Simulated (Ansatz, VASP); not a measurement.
# Na4WO5 (Na4WO5 (P-1)): VASP beside Ansatz, part 2 of 2

One calculation is typed for both programs; each brings its own data sets and cutoff. How far apart do they land?  The structure shown is the end of the Ansatz relaxation below.

VASP 6.6.1 and Ansatz 0.2.0.

So far: Starting point; Ansatz: relaxation, r2SCAN.

**3. VASP: single point, r2SCAN**

Level of this step: r2SCAN, no spin polarisation; plane waves and PAW (Na_pv, W, O) (VASP).

The same cell, functional and mesh now go to VASP, with its own data sets and cutoff.

Lines of VASP's logs that name or quote its potential files are left out, and so is its time.

Contents of INCAR:

```
SYSTEM = Na4WO5
PREC = Accurate
ENCUT = 520
EDIFF = 1E-06
NELM = 100
ISMEAR = 0
SIGMA = 0.01
LREAL = .FALSE.
ALGO = Normal
METAGGA = R2SCAN
LASPH = .TRUE.
NBANDS = 84
LORBIT = 11
LWAVE = .FALSE.
LCHARG = .FALSE.
KPAR = 4
ISIF = 2
```

Contents of POSCAR:

```
Na4WO5
1.0
    5.6347739578     -0.0034652121     -0.0028514980
   -1.1847991073      5.5316150658      0.0042718834
   -2.7715743064     -2.2903447500      7.6194922075
Na W O
8 2 10
Direct
    0.6947749120      0.4872068416      0.9042532781
    0.8780727144      0.4902511343      0.2919767463
    0.6976032709      0.0019217057      0.3973694979
    0.3023967291      0.9980782943      0.6026305021
    0.3052250880      0.5127931584      0.0957467219
    0.5000000000      0.5000000000      0.5000000000
    0.5000000000      0.0000000000      0.0000000000
    0.1219272856      0.5097488657      0.7080232537
    0.8974620544      0.9976861761      0.7930242075
    0.1025379456      0.0023138239      0.2069757925
    0.2397980771      0.2134678162      0.8436779786
    0.7602019229      0.7865321838      0.1563220214
    0.9075631748      0.7800868808      0.5994491569
    0.0924368252      0.2199131192      0.4005508431
    0.4357404108      0.2205273988      0.2415327288
    0.5642595892      0.7794726012      0.7584672712
    0.0777722343      0.8077431267      0.9636403606
    0.9222277657      0.1922568733      0.0363596394
    0.2597808017      0.7893515625      0.3158901091
    0.7402191983      0.2106484375      0.6841098909
```

Contents of KPOINTS:

```
Automatic mesh
0
Gamma
6 5 4
0 0 0
```

The projector-augmented-wave data sets are Na_pv, W and O (PBE family, release 64).

Command:

```console
$ mpirun -np 4 vasp_std
```

Numbers of over 12 decimals in the logs are rounded to 6 here.

Log:

```text
[banner, memory and clock lines left out]
running    4 mpi-ranks, on    1 nodes
 distrk:  each k-point on    1 cores,    4 groups
 distr:  one band on    1 cores,    1 groups

 POSCAR found type information on POSCAR NaW O
 POSCAR found :  3 types and      20 ions
|                                                                             |
|               ----> ADVICE to this user running VASP <----                  |
|                                                                             |
|     You have a (more or less) 'large supercell' and for larger cells it     |
|     might be more efficient to use real-space projection operators.         |
|     Therefore, try LREAL= Auto in the INCAR file.                           |
|     Mind: For very accurate calculation, you might also keep the            |
|     reciprocal projection scheme (i.e. LREAL=.FALSE.).                      |
|                                                                             |

|                                                                             |
|               ----> ADVICE to this user running VASP <----                  |
|                                                                             |
|     You enforced a specific xc type in the INCAR file but a different       |
|     [... a line on the potential file left out ...]
|     I HOPE YOU KNOW WHAT YOU ARE DOING!                                     |
|                                                                             |

 LDA part: xc-table for (None), standard interpolation
 POSCAR, INCAR and KPOINTS ok, starting setup
 FFT: planning ... GRIDC
 FFT: planning ... GRID_SOFT
 FFT: planning ... GRID
 WAVECAR not read
 entering main loop
       N       E                     dE             d eps       ncg     rms          rms(c)
DAV:   1     0.174742848220E+04    0.17474E+04   -0.62499E+04 10416   0.194E+03
DAV:   2     0.793706692733E+02   -0.16681E+04   -0.15670E+04 11016   0.566E+02
DAV:   3    -0.262266672596E+03   -0.34164E+03   -0.32666E+03 11732   0.241E+02
DAV:   4    -0.286170262463E+03   -0.23904E+02   -0.23525E+02 12576   0.667E+01
DAV:   5    -0.286932910143E+03   -0.76265E+00   -0.75936E+00 12136   0.124E+01    0.713E+01
DAV:   6    -0.233357684617E+03    0.53575E+02   -0.78478E+01 15080   0.454E+01    0.144E+01
DAV:   7    -0.234714438313E+03   -0.13568E+01   -0.12302E+01 12336   0.153E+01    0.246E+01
DAV:   8    -0.234638286182E+03    0.76152E-01   -0.80921E-01 12252   0.426E+00    0.160E+01
DAV:   9    -0.234597789911E+03    0.40496E-01   -0.34240E-01 13916   0.362E+00    0.711E+00
DAV:  10    -0.234614825931E+03   -0.17036E-01   -0.81685E-02 11480   0.184E+00    0.452E+00
DAV:  11    -0.234616129529E+03   -0.13036E-02   -0.27489E-02 12684   0.782E-01    0.314E+00
DAV:  12    -0.234617439281E+03   -0.13098E-02   -0.13827E-03 11816   0.215E-01    0.284E+00
DAV:  13    -0.234618714957E+03   -0.12757E-02   -0.12081E-03 12108   0.215E-01    0.103E+00
DAV:  14    -0.234618636392E+03    0.78565E-04   -0.57828E-04 12896   0.112E-01    0.773E-01
DAV:  15    -0.234618603629E+03    0.32762E-04   -0.76883E-05 14624   0.408E-02    0.631E-01
DAV:  16    -0.234618597149E+03    0.64800E-05   -0.41315E-05 12568   0.407E-02    0.427E-01
DAV:  17    -0.234618619885E+03   -0.22736E-04   -0.88482E-05 12792   0.593E-02    0.120E-01
DAV:  18    -0.234618615889E+03    0.39965E-05   -0.11298E-05 12316   0.192E-02    0.112E-01
DAV:  19    -0.234618619581E+03   -0.36919E-05   -0.16503E-06  8488   0.912E-03    0.653E-02
DAV:  20    -0.234618622607E+03   -0.30265E-05   -0.17425E-06  8928   0.694E-03    0.214E-02
DAV:  21    -0.234618624208E+03   -0.16007E-05   -0.65407E-07  5960   0.452E-03    0.780E-03
DAV:  22    -0.234618624755E+03   -0.54719E-06   -0.23992E-07  5952   0.285E-03
   1 F= -.23461862E+03 E0= -.23461862E+03  d E =-.279730E-70
```

From OUTCAR (step 3):

```text
ion  position               nearest neighbor table
   1  0.695  0.487  0.904-  20 2.30  12 2.31  17 2.34  16 2.34
   2  0.878  0.490  0.292-  14 2.29  12 2.30  19 2.36
   3  0.698  0.002  0.397-  14 2.29  19 2.31  12 2.33  15 2.36  20 2.38
   4  0.302  0.998  0.603-  13 2.29  20 2.31  11 2.33  16 2.36  19 2.38
   5  0.305  0.513  0.096-  19 2.30  11 2.31  18 2.34  15 2.34
   6  0.500  0.500  0.500-  13 2.27  14 2.27  15 2.29  16 2.29
   7  0.500  0.000  0.000-  17 2.29  18 2.29  11 2.33  12 2.33  15 2.35  16 2.35
   8  0.122  0.510  0.708-  13 2.29  11 2.30  20 2.36
   9  0.897  0.998  0.793-  20 1.85  13 1.87  11 1.91  16 1.91  18 2.07  17 2.09  10 3.29
  10  0.103  0.002  0.207-  19 1.85  14 1.87  12 1.91  15 1.91  17 2.07  18 2.09   9 3.29
  11  0.240  0.213  0.844-   9 1.91   8 2.30   5 2.31   4 2.33   7 2.33
  12  0.760  0.787  0.156-  10 1.91   2 2.30   1 2.31   3 2.33   7 2.33
  13  0.908  0.780  0.599-   9 1.87   6 2.27   8 2.29   4 2.29
  14  0.092  0.220  0.401-  10 1.87   6 2.27   2 2.29   3 2.29
  15  0.436  0.221  0.242-  10 1.91   6 2.29   5 2.34   7 2.35   3 2.36
  16  0.564  0.779  0.758-   9 1.91   6 2.29   1 2.34   7 2.35   4 2.36
  17  0.078  0.808  0.964-  10 2.07   9 2.09   7 2.29   1 2.34
  18  0.922  0.192  0.036-   9 2.07  10 2.09   7 2.29   5 2.34
  19  0.260  0.789  0.316-  10 1.85   5 2.30   3 2.31   2 2.36   4 2.38
  20  0.740  0.211  0.684-   9 1.85   1 2.30   4 2.31   8 2.36   3 2.38

  LATTYP: Found a triclinic cell.
 ALAT       =     5.6347757448
 B/A-ratio  =     1.2594413499
 C/A-ratio  =     1.5003529404
 COS(alpha) =     0.0011910696
 COS(beta)  =     0.3383845969
 COS(gamma) =     0.6265718075

 Subroutine GETGRP returns: Found  2 space group operations
 (whereof  2 operations were pure point group operations)

The static configuration has the point symmetry S_2 .

 Found     62 irreducible k-points:

   k-points           NKPTS =     62   k-points in BZ     NKDIM =     62   number of bands    NBANDS=     84

   dimension x,y,z NGX =    42 NGY =   42 NGZ =   64
   dimension x,y,z NGXF=    84 NGYF=   84 NGZF=  128

   ENCUT  =  520.0 eV  38.22 Ry    6.18 a.u.  10.48 10.52 15.67*2*pi/ulx,y,z

   NELECT =     128.0000    total number of electrons

 k-points in reciprocal lattice and weights: Automatic mesh
   0.00000000  0.00000000  0.00000000       0.008
   0.16666667 -0.00000000 -0.00000000       0.017
   0.33333333  0.00000000  0.00000000       0.017
   0.50000000  0.00000000 -0.00000000       0.008
   0.00000000  0.20000000  0.00000000       0.017
   0.16666667  0.20000000  0.00000000       0.017
   0.33333333  0.20000000  0.00000000       0.017
   0.50000000  0.20000000  0.00000000       0.017
  -0.33333333  0.20000000  0.00000000       0.017
[...]
-0.33333333  0.40000000  0.50000000       0.017
  -0.16666667  0.40000000  0.50000000       0.017

 average (electrostatic) potential at core
       1 -50.1528       2 -50.6006       3 -50.1460       4 -50.1460       5 -50.1528
       6 -50.3969       7 -49.6772       8 -50.6006       9 -50.5886      10 -50.5886
      11 -75.2811      12 -75.2811      13 -75.9243      14 -75.9243      15 -75.2937
      16 -75.2937      17 -75.5114      18 -75.5114      19 -75.9646      20 -75.9646

 E-fermi :   1.1075

 k-point     1 :       0.0000    0.0000    0.0000
  band No.  band energies     occupation
    ...
     60       0.6457      2.00000
     61       0.7245      2.00000
     62       0.7416      2.00000
     63       0.8504      2.00000
     64       0.8876      2.00000
     65       4.9678      0.00000
     66       5.1150      0.00000
     67       5.1871      0.00000
     68       5.2778      0.00000
     69       5.4326      0.00000
    ...

 k-point     2 :       0.1667   -0.0000   -0.0000
  band No.  band energies     occupation
    ...
     60       0.6078      2.00000
     61       0.6364      2.00000
     62       0.7395      2.00000
     63       0.8803      2.00000
     64       0.8973      2.00000
     65       4.9214      0.00000
     66       5.0919      0.00000
     67       5.2399      0.00000
     68       5.2808      0.00000
     69       5.3971      0.00000
    ...

 k-point     3 :       0.3333    0.0000    0.0000
  band No.  band energies     occupation
    ...
     60       0.5823      2.00000
     61       0.5921      2.00000
     62       0.7150      2.00000
     63       0.9032      2.00000
     64       0.9179      2.00000
     65       4.8855      0.00000
     66       5.0694      0.00000
     67       5.1619      0.00000
     68       5.2819      0.00000
     69       5.3526      0.00000
    ...

  Total        0.1578378      0.1026132     -0.0164616      0.1210844      0.0707912      0.0089642
  in kB        1.0649215      0.6923244     -0.1110652      0.8169484      0.4776233      0.0604811
  external PRESSURE =       0.5487269 kB  Pullay stress =       0.0000000 kB

  energy-cutoff  :      520.00
  volume of cell :      237.47
      direct lattice vectors                 reciprocal lattice vectors
     5.634773958 -0.003465212 -0.002851498     0.177531211  0.037966164  0.075988863
    -1.184799107  5.531615066  0.004271883     0.000138689  0.180766733  0.054387158
    -2.771574306 -2.290344750  7.619492207     0.000066361 -0.000087139  0.131240287

 POSITION                                       TOTAL-FORCE (eV/Angst)
 -----------------------------------------------------------------------------------
      0.83145      0.62158      6.89005        -0.015326     -0.015852     -0.028256
      3.55766      2.04011      2.22431         0.018071      0.001909      0.018974
      2.82722     -0.90190      3.02577         0.006342      0.029492      0.016249
     -1.14882      4.13971      4.59514        -0.006342     -0.029492     -0.016249
      0.84695      2.61622      0.73086         0.015326      0.015852      0.028256
      0.83920      1.61890      3.81046        -0.000000      0.000000      0.000000
      2.81739     -0.00173     -0.00143        -0.000000      0.000000      0.000000
     -1.87926      1.19769      5.39661        -0.018071     -0.001909     -0.018974
      1.67701      3.69941      6.04414         0.010196     -0.038900      0.125981
      0.00139     -0.46160      1.57677        -0.010196      0.038900     -0.125981
     -1.24002     -0.75232      6.42863         0.125868      0.086667      0.019508
      2.91843      3.99013      1.19229        -0.125868     -0.086667     -0.019508
      2.52825      2.93905      4.56824         0.072369     -0.061328     -0.135010
     -0.84985      0.29875      3.05267        -0.072369      0.061328      0.135010
      1.52459      0.66517      1.84006         0.129877      0.089549      0.032281
      0.15381      2.57264      5.78086        -0.129877     -0.089549     -0.032281
     -3.18959      2.26079      7.34568         0.048664     -0.064508     -0.024812
      4.86799      0.97702      0.27523        -0.048664      0.064508      0.024812
     -0.34693      3.64199      2.40955         0.077384     -0.130308      0.083878
      2.02533     -0.40419      5.21136        -0.077384      0.130308     -0.083878
 -----------------------------------------------------------------------------------
    total drift:                               -0.000000      0.000000      0.000000

  FREE ENERGIE OF THE ION-ELECTRON SYSTEM (eV)
  ---------------------------------------------------
  free  energy   TOTEN  =      -234.6186247553 eV

  energy  without entropy=     -234.6186247553  energy(sigma->0) =     -234.61862476

 total charge
# of ion       s       p       d       tot
------------------------------------------
    1        0.053   6.001   0.000   6.054
    2        0.048   5.995   0.000   6.043
    3        0.054   6.006   0.000   6.060
    4        0.054   6.006   0.000   6.060
    5        0.053   6.001   0.000   6.054
    6        0.053   6.003   0.000   6.055
    7        0.061   6.011   0.000   6.072
    8        0.048   5.995   0.000   6.043
    9        0.711   1.107   4.052   5.871
   10        0.711   1.107   4.052   5.871
   11        1.565   3.503   0.000   5.068
   12        1.565   3.503   0.000   5.068
   13        1.568   3.503   0.000   5.071
   14        1.568   3.503   0.000   5.071
   15        1.565   3.499   0.000   5.064
   16        1.565   3.499   0.000   5.064
   17        1.562   3.518   0.000   5.080
   18        1.562   3.518   0.000   5.080
   19        1.570   3.501   0.000   5.071
   20        1.570   3.501   0.000   5.071
--------------------------------------------------
tot         17.505  85.280   8.105 110.890

[... 3 further parts left out ...]
```

The run ends at a pressure of 0.05 GPa, with forces up to 0.17 eV/Å.

**4. Comparison**

Known differences besides the PAW data sets themselves: VASP keeps PBE cores, Ansatz makes them for the functional; fixed occupations in Ansatz, narrow Gaussian smearing in VASP; the data sets hold 160 valence electrons in Ansatz (default PAW (the set named soft_2) files) and 128 in VASP; the cutoff is 500 eV in Ansatz and 520 eV in VASP; Ansatz's pressure holds a Pulay correction, VASP's none. Total energies have different zeros and are not compared.

Both answers:

| quantity | Ansatz | VASP | difference |
| --- | --- | --- | --- |
| pressure (GPa) | -0.01 | 0.05 | -0.06 |
| gap on the k mesh (eV) | 3.939 | 3.827 | +0.112 |

Forces on 10 of the 20 atoms, picked by the larger force of the two programs (eV/Å; atoms numbered as in POSCAR):

| atom | Ansatz x, y, z | VASP x, y, z |
| --- | --- | --- |
| W9 | 0.003, -0.003, -0.001 | 0.010, -0.039, 0.126 |
| W10 | -0.003, 0.003, 0.001 | -0.010, 0.039, -0.126 |
| O11 | 0.000, 0.000, 0.000 | 0.126, 0.087, 0.020 |
| O12 | 0.000, 0.000, 0.000 | -0.126, -0.087, -0.020 |
| O13 | -0.001, 0.001, 0.003 | 0.072, -0.061, -0.135 |
| O14 | 0.001, -0.001, -0.003 | -0.072, 0.061, 0.135 |
| O15 | 0.001, -0.001, -0.002 | 0.130, 0.090, 0.032 |
| O16 | -0.001, 0.001, 0.002 | -0.130, -0.090, -0.032 |
| O19 | 0.001, -0.002, 0.001 | 0.077, -0.130, 0.084 |
| O20 | -0.001, 0.002, -0.001 | -0.077, 0.130, -0.084 |

The forces differ by 67 meV/Å r.m.s., which is 100.0 % of the r.m.s. force of 0.07 eV/Å (both taken over all components).

**5. Outcome**

```json
{"r.m.s. force difference (single point, r2SCAN)": "67 meV/Å", "difference in gap on the k mesh (single point, r2SCAN)": "0.11 eV"}
```

What this shows: The r.m.s. force difference is 67 meV/Å (single point, r2SCAN), beyond the 12 meV/Å picked in this series as the mark of a large difference. Also far apart in the single point, r2SCAN pair: the difference in gap on the k mesh, 0.11 eV. No further run was made for the single point, r2SCAN pair; the unlike valence counts (160 against 128 electrons) are a candidate cause, untested here. How closely two codes agree says nothing of how well the functional describes the real material.

[Lines on the potential files, build, host, timing and source positions are cut from VASP's logs without a mark.]

[Logs are printed without paths, hosts, clocks, repeated set-up lines and the standing remarks that a program may print on its own settings, such as how far it seeks lower states.]

[Hosts, paths, dates, database ids (printed as entryN), source tags and the programs' standing remarks are cut or masked in the printed files.]
